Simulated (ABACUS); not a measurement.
# Bi (R-3m) in ABACUS: notebook

One crystal, Bi, is run at these levels: LDA; tasks: equation of state.

Program: ABACUS 3.10.1. These are calculated values, not measurements. Logs are shortened: lines on timing, memory, paths and dates and some standing lists are left out, and cuts for length are marked.

## (1) Starting point

It takes space group R-3m (No. 166, trigonal). Conventional cell: a = 4.535 Å, b = 4.535 Å, c = 11.814 Å, α = 90.00°, β = 90.00°, γ = 120.00°. Bi (site symmetry 3m) is surrounded by 6 Bi at 3.06 to 3.52 Å.

## (2) Equation of state, LDA, 32.97 Å³/atom (volume scaled by 0.94)

Input file INPUT:

```
INPUT_PARAMETERS
suffix              Bi
calculation         scf
basis_type          pw
pseudo_dir          ./
symmetry            1
dft_functional      pz
ecutwfc             71
pseudo_rcut         7
nspin               1
nbands              19
ks_solver           dav
smearing_method     fd
smearing_sigma      0.00367493
scf_thr             1e-08
scf_nmax            100
mixing_type         broyden
mixing_beta         0.7
cal_force           1
cal_stress          1
kpar                4
```

Input file STRU:

```
ATOMIC_SPECIES
Bi 208.9804 Bi.upf

LATTICE_CONSTANT
1.8897261246

LATTICE_VECTORS
2.2212115015 1.2824170583 3.8576100961
-2.2212115015 1.2824170583 3.8576100961
0.0000000000 -2.5648341167 3.8576100961

ATOMIC_POSITIONS
Direct

Bi
0.0
2
0.7660000000 0.7660000000 0.7660000000 1 1 1
0.2340000000 0.2340000000 0.2340000000 1 1 1
```

Input file KPT:

```
K_POINTS
0
Gamma
6 6 6 0 0 0
```

Potentials or basis: PseudoDojo NC SR 0.4.1 LDA standard, plane waves.

Command:

```console
$ OMP_NUM_THREADS=1 mpirun -np 4 abacus > log
```

running log:

```text
ABACUS v3.10.1

               Atomic-orbital Based Ab-initio Computation at UStc

 ------------------------------------------------------------------------------------

 READING GENERAL INFORMATION
                           global_out_dir = OUT.Bi/
                           global_in_card = INPUT
                               pseudo_dir = ./
                              orbital_dir =
                                    DSIZE = 4
                                    GSIZE = 1

 READING UNITCELL INFORMATION
                                    ntype = 1
                  lattice constant (Bohr) = 1.88973
              lattice constant (Angstrom) = 1

 READING ATOM TYPE 1
                               atom label = Bi
                      L=0, number of zeta = 1
                      L=1, number of zeta = 1
                      L=2, number of zeta = 1
             number of atom for this type = 2

                        TOTAL ATOM NUMBER = 2
DIRECT COORDINATES
    atom                   x                   y                   z     mag                  vx                  vy                  vz
taud_Bi1            0.7660000000        0.7660000000        0.7660000000  0.0000        0.0000000000        0.0000000000        0.0000000000
taud_Bi2            0.2340000000        0.2340000000        0.2340000000  0.0000        0.0000000000        0.0000000000        0.0000000000

                          Volume (Bohr^3) = 444.924
                             Volume (A^3) = 65.9308

 Lattice vectors: (Cartesian coordinate: in unit of a_0)
             +2.22121            +1.28242            +3.85761
             -2.22121            +1.28242            +3.85761
                   +0            -2.56483            +3.85761
 Reciprocal vectors: (Cartesian coordinate: in unit of 2 pi/a_0)
            +0.225102           +0.129963          +0.0864093
            -0.225102           +0.129963          +0.0864093
                   +0           -0.259926          +0.0864093
 The esolver type has been set to : ksdft_pw

                PAO radial cut off (Bohr) = 7

 Read in pseudopotential file is Bi.upf
                     pseudopotential type = NC
          exchange-correlation functional = SLAPWNOGXNOGC
                 nonlocal core correction = 1
                        valence electrons = 15
                                     lmax = 2
                           number of zeta = 3
                     number of projectors = 6
                           L of projector = 0
                           L of projector = 0
                           L of projector = 1
                           L of projector = 1
                           L of projector = 2
                           L of projector = 2
 XC functional updated to : pz
          exchange-correlation functional = PZ
     initial pseudo atomic orbital number = 18

 SETUP THE ELECTRONS NUMBER
            electron number of element Bi = 15
      total electron number of element Bi = 30
            AUTOSET number of electrons:  = 30
                           occupied bands = 15
                                   NBANDS = 19
                                   NLOCAL = 18

%%%%%%%%%%%%%%%%%%%%%%%%%%%%%%%%%%%%%%%%%%%%%%%%%%%%%%%%%%%%%%%%%%%%%%%%%%%%%%%%%%%%%%%%%%%%%%%%%%%%%%%%%%
 Warning: the number of valence electrons in pseudopotential > 5 for Bi: [Xe] 4f14 5d10 6s2 6p3
 Pseudopotentials with additional electrons can yield (more) accurate outcomes, but may be less efficient.
 If you're confident that your chosen pseudopotential is appropriate, you can safely ignore this warning.
%%%%%%%%%%%%%%%%%%%%%%%%%%%%%%%%%%%%%%%%%%%%%%%%%%%%%%%%%%%%%%%%%%%%%%%%%%%%%%%%%%%%%%%%%%%%%%%%%%%%%%%%%%

 SETUP THE PLANE WAVE BASIS
 energy cutoff for charge/potential (unit:Ry) = 284
            fft grid for charge/potential = [ 48, 48, 48 ]
                        fft grid division = [ 1, 1, 1 ]
        big fft grid for charge/potential = [ 48, 48, 48 ]
                                     nbxx = 110592
                                     nrxx = 110592

 SETUP PLANE WAVES FOR CHARGE/POTENTIAL
                    number of plane waves = 36021
                         number of sticks = 1463

 PARALLEL PW FOR CHARGE/POTENTIAL
     PROC   COLUMNS(POT)             PW
        1           1463          36021
 --------------- sum -------------------
        1           1463          36021
                            number of |g| = 2567
                                  max |g| = 25.6887
                                  min |g| = 0

----------- Double Check Mixing Parameters Begin ------------
mixing_type: broyden
mixing_beta: 0.7
mixing_gg0: 1
mixing_gg0_min: 0.1
mixing_ndim: 8
----------- Double Check Mixing Parameters End ------------

 LATTICE VECTORS: (CARTESIAN COORDINATE: IN UNIT OF A0)
             +2.22121            +1.28242            +3.85761
             -2.22121            +1.28242            +3.85761
                   +0            -2.56483            +3.85761
                       right hand lattice = 1
                                   NORM_A = 4.63244
                                   NORM_B = 4.63244
                                   NORM_C = 4.63244
                           ALPHA (DEGREE) = 57.3042
                           BETA  (DEGREE) = 57.3042
                           GAMMA (DEGREE) = 57.3042

 The lattice vectors have been changed (STRU_SIMPLE.cif)

(for optimal symmetric configuration:)
                             BRAVAIS TYPE = 7
                     BRAVAIS LATTICE NAME = 07. Rhombohedral (Trigonal) cell
                                    ibrav = 7
                                    IBRAV = 7
                                  BRAVAIS = TRIGONAL (RHOMBOEDRIC) CELL
                       LATTICE CONSTANT A = 4.63244
                               COS(ALPHA) = 0.540178
Original cell was already a primitive cell.
                        ROTATION MATRICES = 12
              PURE POINT GROUP OPERATIONS = 12
                   SPACE GROUP OPERATIONS = 12
                                       C2 = 3
                                       C3 = 2
                                       C4 = 0
                                       C6 = 0
                                       S1 = 3
                                       S3 = 0
                                       S4 = 0
                                       S6 = 2
                              POINT GROUP = D_3d
                                       C2 = 3
                                       C3 = 2
                                       C4 = 0
                                       C6 = 0
                                       S1 = 3
                                       S3 = 0
                                       S4 = 0
                                       S6 = 2
               POINT GROUP IN SPACE GROUP = D_3d

 SETUP K-POINTS
                                    nspin = 1
                   Input type of k points = Monkhorst-Pack(Gamma)
                                   nkstot = 216
                       right hand lattice = 1
(for reciprocal lattice: )
                             BRAVAIS TYPE = 7
                     BRAVAIS LATTICE NAME = 07. Rhombohedral (Trigonal) cell
                                    ibrav = 7
                       right hand lattice = 1
(for k-lattice: )
                             BRAVAIS TYPE = 7
                     BRAVAIS LATTICE NAME = 07. Rhombohedral (Trigonal) cell
                                    ibrav = 7
                       right hand lattice = 1
                        ROTATION MATRICES = 12
                               nkstot_ibz = 32
K-POINTS REDUCTION ACCORDING TO SYMMETRY
     IBZ    DIRECT_X    DIRECT_Y    DIRECT_Z  WEIGHT  ibz2bz
       1  0.00000000  0.00000000  0.00000000  0.0046       0
       2  0.16666667  0.00000000  0.00000000  0.0278       1
       3  0.33333333  0.00000000  0.00000000  0.0278       2
       4  0.50000000  0.00000000  0.00000000  0.0139       3
       5  0.16666667  0.16666667  0.00000000  0.0278       7
       6  0.33333333  0.16666667  0.00000000  0.0556       8
[... 22 lines left out ...]
      29 -0.33333333  0.33333333  0.33333333  0.0278      88
      30  0.50000000  0.50000000  0.33333333  0.0278      93
[... 2 further k points ...]

                               nkstot now = 32
[... K-POINTS DIRECT COORDINATES: 32 rows ...]

           k-point number in this process = 8
       minimum distributed K point number = 8
[... stars of the k points ...]

[... K-POINTS CARTESIAN COORDINATES: 8 rows ...]

[... K-POINTS DIRECT COORDINATES: 8 rows ...]

 SETUP PLANE WAVES FOR WAVE FUNCTIONS
     energy cutoff for wavefunc (unit:Ry) = 71
              fft grid for wave functions = [ 48, 48, 48 ]
                    number of plane waves = 5241
                         number of sticks = 403

 PARALLEL PW FOR WAVE FUNCTIONS
     PROC   COLUMNS(POT)             PW
        1            403           5241
 --------------- sum -------------------
        1            403           5241

 SETUP NONLOCAL PSEUDOPOTENTIALS IN PLANE WAVE BASIS
 Bi non-local projectors:
 projector 1 L=0
 projector 2 L=0
 projector 3 L=1
 projector 4 L=1
 projector 5 L=2
 projector 6 L=2
      TOTAL NUMBER OF NONLOCAL PROJECTORS = 36

 Init Non-Local PseudoPotential table :
 Init Non-Local-Pseudopotential done.

                                     npwx = 4514

 Make real space PAO into reciprocal space.
       max mesh points in Pseudopotential = 701
     dq(describe PAO in reciprocal space) = 0.01
                                    max q = 1015

 number of pseudo atomic orbitals for Bi is 3
WARNING: norm of atomic wavefunction # 2 of atomic type Bi is 0.999966, renormalized
WARNING: norm of atomic wavefunction # 3 of atomic type Bi is 0.996243, renormalized

 -------------------------------------------
 SELF-CONSISTENT
 -------------------------------------------
                                 init_chg = atomic

 PW ALGORITHM --------------- ION=   1  ELEC=   1--------------------------------

 Notice: Threshold on eigenvalues was too large.
 hsover_error=0.3 > DRHO=0.00748291
 Origin diag ethr = 0.01
 New diag ethr = 2.4943e-05

 Density error is 0.00774943782794
                          Error Threshold = 2.49430347965e-05
----------------------------------------------------------
     Energy           Rydberg                 eV
----------------------------------------------------------
 E_KohnSham     -327.6478034002      -4457.8770634268
 E_Harris       -328.1633943190      -4464.8920377592
 E_Fermi        0.7701907284         10.4789824529
----------------------------------------------------------
[... 51 lines left out ...]
 Density error is 2.33918441594e-09
                          Error Threshold = 2.84156136895e-10
----------------------------------------------------------
     Energy           Rydberg                 eV
----------------------------------------------------------
 E_KohnSham     -327.6485028083      -4457.8865793622
 E_KS(sigma->0) -327.6483795230      -4457.8849019794
 E_Harris       -327.6482513720      -4457.8831583957
 E_band         -14.3418077839       -195.1303054818
 E_one_elec     -100.6664624028      -1369.6374861809
 E_Hartree      68.2367463960        928.4085639665
 E_xc           -85.6190370081       -1164.9067605826
 E_Ewald        -209.5995032228      -2851.7475417997
 E_entropy(-TS) -0.0002465706        -0.0033547656
 E_descf        0.0000000000         0.0000000000
 E_exx          0.0000000000         0.0000000000
 E_Fermi        0.7704988153         10.4831741908
----------------------------------------------------------

 charge density convergence is achieved
 final etot is -4457.8865794 eV
 EFERMI = 10.483174191 eV

 STATE ENERGY(eV) AND OCCUPATIONS    NSPIN == 1
 1/8 kpoint (Cartesian) = 0.0000 0.0000 0.0000 (4513 pws)
       1       -12.4388     0.00925926
       2       -12.4388     0.00925926
       3       -12.2512     0.00925926
       4       -12.2512     0.00925926
       5       -12.2304     0.00925926
       6       -12.0181     0.00925926
[... 11 lines left out ...]
      18        13.6350    3.89532e-30
      19        16.2565    6.60969e-53
[... 88 lines left out ...]
       3       -12.2343       0.111111
       4       -12.1989       0.111111
       5       -12.1645       0.111111
       6       -12.0853       0.111111
[... 11 lines left out ...]
      18        13.5839    1.29740e-28
      19        15.0306    3.52675e-41

[... levels at 2 further k points ...]

------------------------------------------------------------------------------------------
 TOTAL-FORCE (eV/Angstrom)
------------------------------------------------------------------------------------------
                       Bi1         0.0000000000         0.0000000000        -0.2708075435
                       Bi2         0.0000000000         0.0000000000         0.2708075435
------------------------------------------------------------------------------------------

----------------------------------------------------------------
 TOTAL-STRESS (KBAR)
----------------------------------------------------------------
        19.4682856823        -0.0000000000        -0.0000000000
        -0.0000000000        19.4682856818         0.0000000002
         0.0000000000         0.0000000002        15.8338454422
----------------------------------------------------------------
 TOTAL-PRESSURE: 18.256806 KBAR

 --------------------------------------------
 !FINAL_ETOT_IS -4457.8865793622044293 eV
 --------------------------------------------
```

Wall time 12 s (4 MPI ranks of Intel Xeon Platinum 8259CL at 2.50GHz (Skylake/Cascade Lake), shared host); peak memory 0.44 GiB.

What came out:

```yaml
Free_energy: -4457.8866 eV
Pressure: 1.8 GPa
Largest_force: 0.271 eV/Å
Band_gap_on_the_k_mesh: none (metal or under the smearing width)
```

Caveat: spin-orbit coupling is left out, which moves the levels of the heavy elements.

## (3) Equation of state, LDA, 34.37 Å³/atom (volume scaled by 0.98)

INPUT is that of step 2.

Input file STRU:

```
ATOMIC_SPECIES
Bi 208.9804 Bi.upf

LATTICE_CONSTANT
1.8897261246

LATTICE_VECTORS
2.2522814206 1.3003552845 3.9115696734
-2.2522814206 1.3003552845 3.9115696734
0.0000000000 -2.6007105690 3.9115696734

ATOMIC_POSITIONS
Direct

Bi
0.0
2
0.7660000000 0.7660000000 0.7660000000 1 1 1
0.2340000000 0.2340000000 0.2340000000 1 1 1
```

KPT is that of step 2.

Potentials or basis: PseudoDojo NC SR 0.4.1 LDA standard, plane waves.

Command:

```console
$ OMP_NUM_THREADS=1 mpirun -np 4 abacus > log
```

It took 13 s on 4 MPI ranks of Intel Xeon Platinum 8259CL at 2.50GHz (Skylake/Cascade Lake), shared host; peak memory 0.44 GiB.

Results (log left out):

```yaml
Free_energy: -4457.8975 eV
Pressure: -0.5 GPa
Largest_force: 0.076 eV/Å
Band_gap_on_the_k_mesh: none (metal or under the smearing width)
```

Caveat: spin-orbit coupling is left out, which moves the levels of the heavy elements.

## (4) Equation of state, LDA, 35.77 Å³/atom (volume scaled by 1.02)

INPUT is that of step 3.

Input file STRU:

```
ATOMIC_SPECIES
Bi 208.9804 Bi.upf

LATTICE_CONSTANT
1.8897261246

LATTICE_VECTORS
2.2825169939 1.3178118009 3.9640802302
-2.2825169939 1.3178118009 3.9640802302
0.0000000000 -2.6356236018 3.9640802302

ATOMIC_POSITIONS
Direct

Bi
0.0
2
0.7660000000 0.7660000000 0.7660000000 1 1 1
0.2340000000 0.2340000000 0.2340000000 1 1 1
```

KPT is that of step 3.

Command:

```console
$ OMP_NUM_THREADS=1 mpirun -np 4 abacus > log
```

Wall time 17 s (4 MPI ranks of Intel Xeon Platinum 8259CL at 2.50GHz (Skylake/Cascade Lake), shared host); peak memory 0.44 GiB.

Results (log left out):

```yaml
Free_energy: -4457.8719 eV
Pressure: -2.4 GPa
Largest_force: 0.094 eV/Å
Band_gap_on_the_k_mesh: none (metal or under the smearing width)
```

Caveat: spin-orbit coupling is left out, which moves the levels of the heavy elements.

## (5) Equation of state, LDA, 37.17 Å³/atom (volume scaled by 1.06)

INPUT is that of step 4.

Input file STRU:

```
ATOMIC_SPECIES
Bi 208.9804 Bi.upf

LATTICE_CONSTANT
1.8897261246

LATTICE_VECTORS
2.3119720748 1.3348176998 4.0152352947
-2.3119720748 1.3348176998 4.0152352947
0.0000000000 -2.6696353996 4.0152352947

ATOMIC_POSITIONS
Direct

Bi
0.0
2
0.7660000000 0.7660000000 0.7660000000 1 1 1
0.2340000000 0.2340000000 0.2340000000 1 1 1
```

KPT is that of step 4.

Command:

```console
$ OMP_NUM_THREADS=1 mpirun -np 4 abacus > log
```

It took 17 s on 4 MPI ranks of Intel Xeon Platinum 8259CL at 2.50GHz (Skylake/Cascade Lake), shared host; peak memory 0.44 GiB.

The run converged. Its results:

| Quantity | Value |
| --- | --- |
| Free energy | -4457.8173 eV |
| Pressure | -3.8 GPa |
| Largest force | 0.242 eV/Å |
| Band gap on the k mesh | none (metal or under the smearing width) |

Caveat: spin-orbit coupling is left out, which moves the levels of the heavy elements.

## (6) Equation of state, LDA

Potentials or basis: PseudoDojo NC SR 0.4.1 LDA standard, plane waves.

This step only gathers the single runs of the series.

Results:

* Equilibrium volume: 34.04 Å³/atom
* Bulk modulus at fixed shape and positions: 53 GPa
* Pressure derivative of the bulk modulus: 4.7 (rough: it moves with the points fitted)

Energy against volume, from the lowest point:
```tsv
volume (Å³/atom)	energy (meV/atom)
32.965	5.48
34.368	0.00
35.771	12.84
37.174	40.15
```

Caveat: the cell was scaled at fixed shape and fractional positions, which overstates the stiffness of a crystal with free parameters, most of all of layers and chains; spin-orbit coupling is left out, which moves the levels of the heavy elements.
